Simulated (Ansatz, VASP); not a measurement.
**Two plane-wave programs on Fe3Ge**

```
CELL_PARAMETERS angstrom
0.00000 2.81601 2.81601
2.81601 0.00000 2.81601
2.81601 2.81601 0.00000
ATOMIC_POSITIONS crystal
Fe 0.50000 0.50000 0.50000
Fe 0.25000 0.25000 0.25000
Fe 0.75000 0.75000 0.75000
Ge 0.00000 0.00000 0.00000
```

Alike in both runs: functional PBEsol; k mesh 14 × 14 × 14; occupations gaussian, width 0.1 eV; collinear spin.

Ansatz relaxed the structure, and its values are those at the end. VASP's run is a single point on that final structure, the one shown.

|  | VASP | Ansatz |
| --- | --- | --- |
| version | VASP 6.6.1 | Ansatz 0.2.0 |
| potentials or method | VASP PAW PBE potentials, release 64 (Fe, Ge_d) | scalar-relativistic, plane waves, PAW |
| plane-wave cutoff (eV) | 520 | 420 |
| valence electrons in the cell | 38 | 62 |

|  | VASP | Ansatz | Ansatz less VASP |
| --- | --- | --- | --- |
| gap on the k mesh at the Fermi level (eV) | none | none | - |
| pressure (GPa) | 0.3 | 0.0 | -0.32 |
| net moment per atom (μB) | 1.28 | 1.28 | -0.003 |
| size of the moment on the site where the two differ most (μB) | 0.07 | 0.04 | -0.024 |

Site moments also hang on the region over which each program counts them. A gap of «none» marks a metal or a gap that the smearing closes. The two sets of potentials don't hold the same shells in valence.

Caveats: the PAW data sets were made with another functional, which shifts forces and pressure a little (VASP).
